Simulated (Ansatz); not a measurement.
GaSb: energy along a strain

GaSb, F-43m, a = 6.118 Å (as given, not relaxed at this level: 2.3 GPa). Ansatz: PBE, PAW, 420 eV, Γ-centred 14×14×14 mesh on 2 atoms, Gaussian smearing 0.15 eV; no spin polarisation. Cell vectors (Å): 0.000 3.059 3.059; 3.059 0.000 3.059; 3.059 3.059 0.000. The cell is strained by x per cent times the pattern (1 0 0 0 0 0) in the order xx yy zz yz xz xy (engineering shears), with fractional coordinates held. y is the free energy over the start, V0 = 28.625 Å³/atom.

| x (%) | y (meV/atom) |
| --- | --- |
| -6.00 | ? |
| -3.00 | 19.42 |
| 0.00 | 0.00 |
| 1.50 | -4.58 |
| 4.50 | -4.17 |
| 6.00 | 0.52 |

**Question.** Fit y = c1 x + c2 x² + c3 x³ to the other rows, get the stiffness along the pattern, and predict the missing energy.

**Answer.** Least squares on the rows shown. y = −4.1598 x + 0.75008 x² − 0.0070506 x³. The clamped-ion stiffness p·C·p = 2 × 7.501 eV × 160.2 / 28.625 Å³ = 84 GPa, which is C11 in these axes (second derivative at the start, which stands under stress). At x = -6.00 the fit asked for gives 53.48 meV/atom. The run gave 53.38 meV/atom, so the fit is 0.10 meV/atom too high, a small miss on the scale of the series. The form still works here, 33 % of the fitted range beyond its end.